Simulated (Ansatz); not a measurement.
Output of an Ansatz run (abridged):

```
WARN the atoms were moved onto the symmetric positions of the space group found under crystal.symmetry.tolerance 1.0e-5 (fractional …
WARN ansatz: RAYON_NUM_THREADS=1 ignored (pool sized by the plan → 1); use --threads N
Pseudopotentials: kind: paw
Pseudopotential: Ge, paw, valence charge 14
Pseudopotential: Te, paw, valence charge 16
Crystal: 10 atoms, lattice volume = 601.607 Å³
Basis set: ecut = 420 eV, 11727 PW (Γ), exchange–correlation on 90×100×300 points (8 copies of the dense FFT grid, shifted against one another)
Bands: 90, of which v1, the nominal top of the filled ones, is band 75 counted from 1 (74 counted from 0)
Symmetry: 2 space group operations
Space group: Pm (ITA 6), of the structure as read, at distance tolerance 8.4e-5 Å
k-points: 5 of 9 (time reversal used)
Initial density: superposition of atomic densities (neutral atoms: chi_scale 0, normalization atom), corrected by the library's trained network
Initial wavefunctions: pseudopotential atomic-orbital guess
Eigensolver: davidson
Functional: x = pbe(κ = 0.804, μ = 0.2195149727645171), c = pbe(β = 0.06672455060314922)
SCF iter   1: F=—  HF=-56374.134269 eV  |F-HF|=—  |Δ(HF+E_count)|=         —  Δρ=2.35e-3  dr2=1.21e-1  ethr=1.77e-3  ⟨swp⟩=7.4  Hψ=1790  notcnv=0  defer=4
all-band conjugate gradients solve this SCF's bands
preconditioner: auto → Resta (q_TF=auto, 2.164 Å⁻¹)
SCF iter   2: F=—  HF=-56374.115776 eV  |F-HF|=—  |Δ(HF+E_count)|=   1.85e-2  Δρ=1.19e-3  dr2=5.40e-2  ethr=8.09e-5  ⟨swp⟩=2.8  Hψ=678  notcnv=0  defer=32
SCF iter   3: F=—  HF=-56374.111161 eV  |F-HF|=—  |Δ(HF+E_count)|=   4.62e-3  Δρ=7.16e-4  dr2=1.01e-2  ethr=3.60e-5  ⟨swp⟩=2.0  Hψ=515  notcnv=0  defer=32
SCF iter   4: F=—  HF=-56374.110522 eV  |F-HF|=—  |Δ(HF+E_count)|=   6.38e-4  Δρ=3.49e-4  dr2=1.59e-3  ethr=6.70e-6  ⟨swp⟩=2.0  Hψ=461  notcnv=0  defer=32
SCF iter   5: F=—  HF=-56374.110465 eV  |F-HF|=—  |Δ(HF+E_count)|=   5.71e-5  Δρ=1.07e-4  dr2=1.25e-4  ethr=1.06e-6  ⟨swp⟩=2.0  Hψ=513  notcnv=0  defer=32
SCF iter   6: F=—  HF=-56374.110505 eV  |F-HF|=—  |Δ(HF+E_count)|=   3.95e-5  Δρ=3.07e-5  dr2=8.38e-6  ethr=8.36e-8  ⟨swp⟩=2.0  Hψ=668  notcnv=0  defer=32
SCF iter   7: F=—  HF=-56374.110467 eV  |F-HF|=—  |Δ(HF+E_count)|=   3.77e-5  Δρ=1.17e-5  dr2=1.05e-6  ethr=5.59e-9  ⟨swp⟩=2.0  Hψ=703  notcnv=0  defer=32
SCF iter   8: F=-56374.110468 eV  HF=-56374.110468 eV  |F-HF|=7.07e-9  |Δ(HF+E_count)|=   8.69e-7  Δρ=3.34e-6  dr2=9.58e-8  ethr=6.67e-11  ⟨swp⟩=11.2  Hψ=2291  notcnv=0
SCF 1 converged in 8 iterations: F = -56374.110468 eV  dr2 = 9.58e-8
SCF converged after 8 iterations
Free energy (F): -56374.110468 eV
Harris-Foulkes:  -56374.110468 eV  (|F-HF|=7.07e-9)
Internal energy: -56374.108758 eV  (E = F + TS)
E sigma→0 (E₀):  -56374.109613 eV
Entropy (-TS):   -0.001710 eV (-0.171 meV/atom)
Fermi energy:    1.670794 eV
--- Per-component energies (eV) ---
  E_band       = -3088.996916
  E_kinetic    = 1440.557641
  E_local      = -100036.360316  (includes V_loc(G=0)·N_el)
  E_nonlocal   = 517.474587
  E_hartree    = 49620.238480
  E_xc         = -992.126593
  E_vxc        = -832.736297  (∫ρ·V_xc dr)
  E_paw        = -33385.962370  (= ΣΔE_a)
  E_vpaw       = -3418.392334  (= ΣTr[D̂ρ^β])
  E_aug_tail   = 0.000565  (compensation charges beyond the density's cutoff)
  E_ewald      = 26462.069248
  E_smearing   = -0.001710  (= −TS)
  E_closure    = -0.000000  (closes the sum)
  Σ components = -56374.110468   (vs F -56374.110468, Δ=0.00e0)
--- Forces (eV/Å), atoms counted from 1 ---
  atom   1  Ge    -0.49264608     0.30138118     0.43739445
  atom   2  Ge     0.37825941     0.30832818    -0.60152457
  atom   3  Ge    -0.25362812     0.29480989     0.00000000
  atom   4  Ge     0.37825941     0.30832818     0.60152457
  atom   5  Ge    -0.49264608     0.30138118    -0.43739445
  atom   6  Te     0.40385706    -0.13426566     0.21343558
  atom   7  Te    -0.25454272    -0.34500388    -0.31965280
  atom   8  Te     0.18379276    -0.55563547     0.00000000
  atom   9  Te    -0.25454272    -0.34500388     0.31965280
  atom  10  Te     0.40385706    -0.13426566    -0.21343558
  max |Σ_I F_I| component: 5.41e-5 eV/Å
--- Stress (GPa, compression-positive) ---
       -1.335110       0.090346       0.000000
        0.090346      -0.412253       0.000000
        0.000000       0.000000      -0.425725
  P = ⅓ Tr σ = -0.7244 GPa (-7.244 kbar)
  The stress holds the Pulay correction. Without it, at fixed plane waves, as pw.x and ABINIT print it: P = -0.7360 GPa
--- Band table (eV; the first three rows and the last of 5) ---
  k-point 0: bands = ["-35.4607", "-35.4605", "-35.4547", "-35.4539", "-35.4328", "-35.4326", "-35.4162", "-35.4160", "-35.4129", "-35.4127", "-35.2016", "-35.1970", "-35.1823", "-35.1761", "-35.1705", "-34.6327", "-34.6327", "-34.6286", "-34.6286", [...]
  k-point 1: bands = ["-35.4609", "-35.4606", "-35.4542", "-35.4534", "-35.4328", "-35.4327", "-35.4161", "-35.4159", "-35.4129", "-35.4127", "-35.2015", "-35.1970", "-35.1824", "-35.1763", "-35.1698", "-34.6326", "-34.6326", "-34.6287", "-34.6287", [...]
  k-point 2: bands = ["-35.4609", "-35.4606", "-35.4542", "-35.4534", "-35.4328", "-35.4327", "-35.4161", "-35.4159", "-35.4129", "-35.4127", "-35.2015", "-35.1970", "-35.1824", "-35.1763", "-35.1698", "-34.6326", "-34.6326", "-34.6287", "-34.6287", [...]
  k-point 4: bands = ["-35.4607", "-35.4605", "-35.4547", "-35.4539", "-35.4328", "-35.4326", "-35.4162", "-35.4160", "-35.4129", "-35.4127", "-35.2015", "-35.1970", "-35.1823", "-35.1761", "-35.1705", "-34.6327", "-34.6327", "-34.6286", "-34.6286", [...]
```

The structure:

```xyz
10
Lattice="6.0954 0.0000 0.0000 -5.7923 4.4056 0.0000 0.0000 0.0000 22.4031" Properties=species:S:1:pos:R:3 pbc="T T T"
Ge     1.6991     3.2357     7.0000
Ge     4.5953     1.0329     9.1008
Ge     1.6991     3.2357    11.2016
Ge     4.5953     1.0329    13.3023
Ge     1.6991     3.2357    15.4031
Te    -1.1036     3.5577     7.0000
Te     1.7925     1.3550     9.1008
Te    -1.1036     3.5577    11.2016
Te     1.7925     1.3550    13.3023
Te    -1.1036     3.5577    15.4031
```

**Question.** Write an input that gives this output.

**Answer.** Other spellings and defaults could give the same log, and not every line can be read from it. The input that was run (DFT, PBE, plane waves, default PAW files):

Ansatz 0.2 input:
```yaml
crystal:
  lattice:
    - [6.095409, 0.000000, 0.000000]
    - [-5.792254, 4.405568, 0.000000]
    - [0.000000, 0.000000, 22.403098]
  atoms:
    - { symbol: Ge, position: [0.976690, 0.734460, 0.312457] }
    - { symbol: Ge, position: [0.976690, 0.234460, 0.406230] }
    - { symbol: Ge, position: [0.976690, 0.734460, 0.500002] }
    - { symbol: Ge, position: [0.976690, 0.234460, 0.593770] }
    - { symbol: Ge, position: [0.976690, 0.734460, 0.687543] }
    - { symbol: Te, position: [0.586331, 0.807554, 0.312457] }
    - { symbol: Te, position: [0.586331, 0.307554, 0.406230] }
    - { symbol: Te, position: [0.586331, 0.807554, 0.500002] }
    - { symbol: Te, position: [0.586331, 0.307554, 0.593770] }
    - { symbol: Te, position: [0.586331, 0.807554, 0.687543] }
basis:
  ecutwfc: 420.0
kpoints:
  mp_grid: { grid: [3, 3, 1] }
hamiltonian:
  xc: pbe
  pseudopotentials: { kind: paw }
scf:
  occupations: { method: fermi_dirac, width: 0.05 }
output:
  forces: true
  eigenvalues: true
  stress: true
```

The starting cell comes from a database of computed structures (which also holds hypothetical and non-ambient phases and stackings), without a prior relaxation at this level. The slab is cut from that crystal, and its faces are unrelaxed. Its lattice was rescaled by up to half a per cent. Spin-orbit coupling is off. Spin polarisation is off, though cut faces can carry moments; a gap of a slab can lie between surface states. Another mesh or the band path of this cell gives a smaller gap, so this value is not converged in the mesh.

Ansatz is a first-principles code.
